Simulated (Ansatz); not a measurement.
# Si: the cost of one run

Program: Ansatz 0.2.0. Level of theory: DFT PBE, scalar-relativistic. These are calculated values, not measurements.

## (1) The starting structure

The structure is cubic, space group Fd-3m (No. 227). The conventional cell has a = 5.431 Å, b = 5.431 Å, c = 5.431 Å, α = 90.00°, β = 90.00°, γ = 90.00°. Si (site symmetry -43m) has 4 Si at 2.35 Å as nearest neighbours.

Coordinates:

```
CELL_PARAMETERS angstrom
0.00000 2.71547 2.71547
2.71547 0.00000 2.71547
2.71547 2.71547 0.00000
ATOMIC_POSITIONS crystal
Si 0.50000 0.50000 0.50000
Si 0.75000 0.75000 0.75000
```

Atoms are numbered in the order of the input: Si1, Si2.

## (2) The deformed structure

Space group Fd-3m before, R-3m after.

## (3) LAPW, all electrons

input.yaml

```yaml
crystal:
  lattice:
    - [-0.0543094, 2.6883153, 2.6883153]
    - [2.6883153, -0.0543094, 2.6883153]
    - [2.6883153, 2.6883153, -0.0543094]
  atoms:
    - { symbol: Si, position: [0.5, 0.5, 0.5] }
    - { symbol: Si, position: [0.75, 0.75, 0.75] }
kpoints:
  mp_grid: { grid: [11, 11, 11] }
  band_path:
    path:
      - [0.0, 0.0, 0.0]
      - [0.5, 0.5, 0.5]
      - [0.2551801333, 0.5, 0.7448198667]
      - [-0.2551801333, 0.2551801333, 0.5]
      - [0.0, 0.0, 0.5]
      - [0.0, 0.0, 0.0]
      - [-0.3775900666, 0.0, 0.3775900666]
      - [0.0, 0.3775900666, 0.6224099334]
      - [0.0, 0.5, 0.5]
    npoints: 5
scf:
  occupations: { method: fermi_dirac, width: 0.08 }
hamiltonian:
  xc: pbe
  pseudopotentials: { kind: all_electron, lapw: { basis_error: 0.00025 } }
output:
  forces: true
  stress: true
  eigenvalues: true
```

Started as:

```bash
ansatz run input.yaml --threads 1 --pin off --max-ram 3072MiB --backend cpu --events-out ev --progress --plain --runs-dir out
```

**Question.** How long does this run take on 1 thread of Intel Xeon Platinum 8488C (Sapphire Rapids), shared host, and how much memory does it need?

About 15 s, with a peak of 0.45 GiB.
